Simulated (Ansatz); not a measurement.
The system is Si.

```
CELL_PARAMETERS angstrom
2.62054 0.00000 0.00000
-1.31027 2.26946 0.00000
0.00000 0.00000 2.46635
ATOMIC_POSITIONS crystal
Si 0.00000 0.00000 0.00000
```

This isn't the form of Si at room conditions, which is diamond.

Base run:

| Property | Result |
| --- | --- |
| Program | Ansatz 0.2.0 |
| Functional | LDA |
| Potentials or basis | all-electron LAPW, scalar-relativistic |
| Cutoff | 190 eV (chosen from the basis error) |
| Basis error allowed | 0.001 eV/atom |
| k mesh | 12 × 12 × 11 |
| Occupations | fermi-dirac, width 0.05 eV |
| Spin | no spin polarisation |

Its results: pressure -1.0 GPa.

Problem. The run is repeated on the same cell with these changes: functional from LDA to PBEsol. What comes out?

Solution. Pressure 0.6 GPa.

PBEsol binds less tightly than LDA, so the same cell stands under more pressure.
